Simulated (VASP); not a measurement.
# Mo (Im-3m) in VASP: a series of runs

Runs on Mo. Level: PBEsol. Tasks: relaxation of cell and atoms.

Everything below comes from runs of VASP 6.6.1. Logs are shortened: lines on timing, memory, paths and dates and some standing lists are left out, and cuts for length are marked.

### 1 The crystal as given

The structure is cubic, space group Im-3m (No. 229). The conventional cell has a = 3.147 Å, b = 3.147 Å, c = 3.147 Å, α = 90.00°, β = 90.00°, γ = 90.00°. Mo (site symmetry m-3m) is surrounded by 8 Mo at 2.73 Å.

### 2 Relaxation of cell and atoms, PBEsol, target pressure 22 GPa, at which the enthalpy is minimised

INCAR reads:

```
PREC     = Accurate       # precision mode
ENCUT    = 600            # plane-wave cutoff, eV
EDIFF    = 1E-6           # SCF threshold, eV
ISMEAR   = 1              # smearing method
SIGMA    = 0.1            # smearing width, eV
LREAL    = False          # projectors in reciprocal space
LASPH    = True           # aspherical terms in the spheres
NELM     = 80             # most SCF steps
ALGO     = Normal         # electronic algorithm
ISIF     = 3              # what is computed and relaxed
LWAVE    = False          # write WAVECAR
LCHARG   = False          # write CHGCAR
GGA      = PS             # functional
IBRION   = 2              # ionic algorithm
NSW      = 90             # ionic steps
EDIFFG   = -0.01          # ionic threshold
PSTRESS  = 220.0        
KPAR     = 2
```

KPOINTS reads:

```
regular mesh
0
Gamma
  16 16 16
```

POSCAR reads:

```
Mo
1.0
   -1.5734150000      1.5734150000      1.5734150000
    1.5734150000     -1.5734150000      1.5734150000
    1.5734150000      1.5734150000     -1.5734150000
Mo
1
Direct
    0.0000000000      0.0000000000      0.0000000000
```

Potentials or basis: VASP PAW PBE potentials, release 64 (Mo_sv).

On the command line:

```sh
cat potpaw_PBE.64/Mo_sv/POTCAR > POTCAR
mpirun -np 2 vasp_std > vasp.out
```

OUTCAR:

```text
PREC = Accurate
   ENCUT = 600
   EDIFF = 1E-6
   ISMEAR = 1
   LREAL = False
   LASPH = True
   NELM = 80
   ISIF = 3
   GGA = PS
   IBRION = 2
   NSW = 90
   EDIFFG = -0.01
   PSTRESS = 220.0

 ion  position               nearest neighbor table
   1  0.000  0.000  0.000-

  LATTYP: Found a body centered cubic cell.
 ALAT       =     3.1468300000

  Lattice vectors:

 A1 = (  -1.5734150000,   1.5734150000,   1.5734150000)
 A2 = (   1.5734150000,  -1.5734150000,   1.5734150000)
 A3 = (   1.5734150000,   1.5734150000,  -1.5734150000)

Analysis of symmetry for initial positions (statically):
=====================================================================
 Subroutine PRICEL returns:
 Original cell was already a primitive cell.

 Routine SETGRP: Setting up the symmetry group for a
 body centered cubic supercell.

 Subroutine GETGRP returns: Found 48 space group operations
 (whereof 48 operations were pure point group operations)
 out of a pool of 48 trial point group operations.

The static configuration has the point symmetry O_h .

Analysis of symmetry for dynamics (positions and initial velocities):
=====================================================================
 Subroutine PRICEL returns:
 Original cell was already a primitive cell.

 Routine SETGRP: Setting up the symmetry group for a
 body centered cubic supercell.

 Subroutine GETGRP returns: Found 48 space group operations
 (whereof 48 operations were pure point group operations)
 out of a pool of 48 trial point group operations.

The dynamic configuration has the point symmetry O_h .

 Subroutine INISYM returns: Found 48 space group operations
 (whereof 48 operations are pure point group operations),
 and found     1 'primitive' translations

----------------------------------------------------------------------------------------

                                     Primitive cell

  volume of cell :      15.5808

  direct lattice vectors                    reciprocal lattice vectors
    -1.573415000  1.573415000  1.573415000     0.000000000  0.317780115  0.317780115
     1.573415000 -1.573415000  1.573415000     0.317780115  0.000000000  0.317780115
     1.573415000  1.573415000 -1.573415000     0.317780115  0.317780115  0.000000000

  length of vectors
     2.725234721  2.725234721  2.725234721     0.449408949  0.449408949  0.449408949

  position of ions in fractional coordinates (direct lattice)
[... 96 lines left out ...]
     AMIX     =   0.40;   BMIX     =  1.00
     AMIX_MAG =   1.60;   BMIX_MAG =  1.00
  volume/ion in A,a.u.               =      15.58       105.14
  Fermi-wavevector in a.u.,A,eV,Ry     =   1.579747  2.985289 33.954710  2.495601
  Thomas-Fermi vector in A             =   2.680079
   LORBIT       =      0    0 simple, 1 ext, 2 COOP (PROOUT), +10 PAW based schemes
   GGA     = PS    functional components
   LHFCALC =     F    Hartree Fock is set to
   AEXX    =    0.0000 exact exchange contribution
   IVDW    =     0    specifies the selected vdW correction
   LEPSILON=     F    determine dielectric tensor
   LRPA    =     F    only Hartree local field effects (RPA)
 conjugate gradient relaxation of ions
 non-spin polarized calculation
 Methfessel and Paxton  Order N= 1 SIGMA  =   0.10
  energy-cutoff  :      600.00
  volume of cell :       15.58
 maximum number of plane-waves:       537
 NGX is ok and might be reduce to    24
   NGX = 11   NGY = 11   NGZ = 11

--------------------------------------- Ionic step        1  -------------------------------------------

 number of electron      14.0000002 magnetization

 Free energy of the ion-electron system (eV)
  ---------------------------------------------------
  ext. energy  EPLUGINS =         0.00000000
  ---------------------------------------------------
  free energy    TOTEN  =       -11.78041951 eV

  energy without entropy =      -11.78100653  energy(sigma->0) =      -11.78061519

------------------------ aborting loop because EDIFF is reached ----------------------------------------

  FORCE on cell =-STRESS in cart. coord.  units (eV):
  Direction    XX          YY          ZZ          XY          YZ          ZX
  --------------------------------------------------------------------------------------
  -------------------------------------------------------------------------------------
  Total       -0.4106247     -0.4106247     -0.4106247      0.0000000      0.0000000      0.0000000
  in kB      -42.2246284    -42.2246284    -42.2246284      0.0000000      0.0000000      0.0000000
  external PRESSURE =    -262.2246284 kB  Pullay stress =     220.0000000 kB
[... 135 lines left out ...]
--------------------------------------- Ionic step        5  -------------------------------------------

 number of electron      14.0000000 magnetization

 Free energy of the ion-electron system (eV)
  ---------------------------------------------------
  ext. energy  EPLUGINS =         0.00000000
  ---------------------------------------------------
  free energy    TOTEN  =       -11.71827266 eV

  energy without entropy =      -11.71815456  energy(sigma->0) =      -11.71823330

 E-fermi :  13.9474     XC(G=0): -14.0227

 val. band max:       13.9463410218   @ k =  -0.2500   0.3750   0.1250
 cond. band min:      13.9565839712   @ k =   0.1875   0.0000   0.0000
 fundamental gap:      0.0102429495
 Fermi energy:        13.9474373424

 k-point     1 :       0.0000    0.0000    0.0000
  band No.  band energies     occupation
      1     -47.3076      2.00000
      2     -20.3640      2.00000
      3     -20.3640      2.00000
      4     -20.3640      2.00000
      5       6.3606      2.00000
      6      12.3663      2.00000
      7      12.3663      2.00000
      8      12.3663      2.00000
      9      15.7158     -0.00000
     10      15.7158     -0.00000
     11      28.8267      0.00000
[... 309 lines left out ...]
 k-point    24 :       0.2500    0.1875    0.0000
  band No.  band energies     occupation
      1     -46.9753      2.00000
      2     -21.8137      2.00000
      3     -20.9652      2.00000
      4     -20.5262      2.00000
      5       9.3588      2.00000
      6      10.6324      2.00000
      7      12.0322      2.00000
      8      15.0876     -0.00000
      9      16.6413      0.00000
     10      19.1522      0.00000
     11      27.9430      0.00000

 [... further k-points ...]

------------------------ aborting loop because EDIFF is reached ----------------------------------------

  FORCE on cell =-STRESS in cart. coord.  units (eV):
  Direction    XX          YY          ZZ          XY          YZ          ZX
  --------------------------------------------------------------------------------------
  -------------------------------------------------------------------------------------
  Total        1.9685183      1.9685183      1.9685183     -0.0000000     -0.0000000      0.0000000
  in kB      220.0128927    220.0128927    220.0128927     -0.0000000     -0.0000000      0.0000000
  external PRESSURE =       0.0128927 kB  Pullay stress =     220.0000000 kB
[... 20 lines left out ...]
  energy  without entropy=      -11.7181545604  energy(sigma->0) =      -11.71823330

  enthalpy is  TOTEN    =        -9.7498697050 eV   P V=        1.9684029593

 reached required accuracy - stopping structural energy minimisation
```

CONTCAR:

```text
Mo
   1.00000000000000
    -1.5303143116812314    1.5303143116812314    1.5303143116812314
     1.5303143116812314   -1.5303143116812314    1.5303143116812314
     1.5303143116812314    1.5303143116812314   -1.5303143116812314
  Mo
     1
Direct
     0.0000000000000000    0.0000000000000000    0.0000000000000000

  0.00000000E+00  0.00000000E+00  0.00000000E+00
```

Wall time 39 s (2 MPI ranks of Intel Xeon Platinum 8488C (Sapphire Rapids), shared host); peak memory 0.16 GiB.

What came out:

* Free energy: -11.7183 eV
* Relaxed volume: 14.34 Å³/atom
* Relaxed cell: a = 2.651 Å, b = 2.651 Å, c = 2.651 Å, α = 109.47°, β = 109.47°, γ = 109.47°
* Space group after relaxing (to 0.05 Å): Im-3m (No. 229)
* Energy change on relaxing (the enthalpy is what falls): +62.1 meV/atom
* Ionic steps: 5
* Pressure after relaxing: 22.0 GPa
* Band gap on the k mesh: none (metal or under the smearing width)

Step by step:
```tsv
step	energy change (eV)	largest force (eV/Å)	pressure (GPa)	volume (Å³)
1	0.0000	0.0000	-4.22	15.58
2	2.5040	0.0000	226.66	10.51
3	0.0407	0.0000	17.68	14.51
4	0.0557	0.0000	20.78	14.38
5	0.0621	0.0000	22.00	14.34
```

Final structure:
```yaml
crystal:
  lattice:
    - [-1.53031, 1.53031, 1.53031]
    - [1.53031, -1.53031, 1.53031]
    - [1.53031, 1.53031, -1.53031]
  atoms:
    - { symbol: Mo, position: [0.00000, 0.00000, 0.00000] }
```

Levels at points of the mesh, in eV from the Fermi level:
| k point | band 4 | band 5 | band 6 | band 7 | band 8 | band 9 | band 10 | band 11 |
| --- | --- | --- | --- | --- | --- | --- | --- | --- |
| (0.00, 0.00, 0.00) | -34.31 | -7.59 | -1.58 | -1.58 | -1.58 | 1.77 | 1.77 | 14.88 |
| (0.50, 0.00, 0.00) | -34.33 | -5.93 | -3.89 | 1.86 | 1.94 | 2.57 | 5.39 | 12.05 |
| (0.50, 0.50, 0.50) | -35.57 | -6.21 | -6.21 | 4.50 | 4.50 | 4.50 | 9.69 | 9.69 |

Caveat: the cell is relaxed towards a set pressure, so the enthalpy falls and the energy may rise; the PAW data sets were made with another functional, which shifts forces and pressure a little.

### 3 Relaxation of cell and atoms, PBEsol, target pressure 22 GPa, at which the enthalpy is minimised

This run uses another cell than the first one, of 14.34 Å³/atom, 0.920 times its volume.

INCAR: that of step 2 with these lines changed.

```diff
@@ -2,3 +2,3 @@
 ENCUT    = 600            # plane-wave cutoff, eV
-EDIFF    = 1E-6           # SCF threshold, eV
+EDIFF    = 1E-7           # SCF threshold, eV
 ISMEAR   = 1              # smearing method
@@ -15,3 +15,3 @@
 NSW      = 90             # ionic steps
-EDIFFG   = -0.01          # ionic threshold
+EDIFFG   = -0.005         # ionic threshold
 PSTRESS  = 220.0
```

KPOINTS is that of step 2.

POSCAR reads:

```
Mo                                      
1.0
   -1.5303143117      1.5303143117      1.5303143117
    1.5303143117     -1.5303143117      1.5303143117
    1.5303143117      1.5303143117     -1.5303143117
  Mo            
     1
Direct
     0.0000000000000000    0.0000000000000000    0.0000000000000000
```

Potentials or basis: VASP PAW PBE potentials, release 64 (Mo_sv).

On the command line:

```sh
cat potpaw_PBE.64/Mo_sv/POTCAR > POTCAR
mpirun -np 2 vasp_std > vasp.out
```

Wall time 11 s (2 MPI ranks of Intel Xeon Platinum 8488C (Sapphire Rapids), shared host); peak memory 0.14 GiB.

The run converged. Its results:

```yaml
Free_energy: -11.7169 eV
Pressure_after_relaxing: 22.0 GPa
Band_gap_on_the_k_mesh: none (metal or under the smearing width)
```

Final structure:
```
Mo
1.0
    -1.53031    1.53031    1.53031
     1.53031   -1.53031    1.53031
     1.53031    1.53031   -1.53031
Mo
1
Direct
  0.00000 0.00000 0.00000
```

Levels at points of the mesh, in eV from the Fermi level:
```
           k point  band 5  band 6  band 7  band 8  band 9  band 10
(0.00, 0.00, 0.00)   -7.59   -1.58   -1.58   -1.58    1.77     1.77
(0.50, 0.00, 0.00)   -5.93   -3.89    1.86    1.94    2.57     5.39
(0.50, 0.50, 0.50)   -6.21   -6.21    4.50    4.50    4.50     9.69
```

Caveat: the relaxation stopped at its first step, so nothing moved; the cell is relaxed towards a set pressure, so the enthalpy falls and the energy may rise; the PAW data sets were made with another functional, which shifts forces and pressure a little.
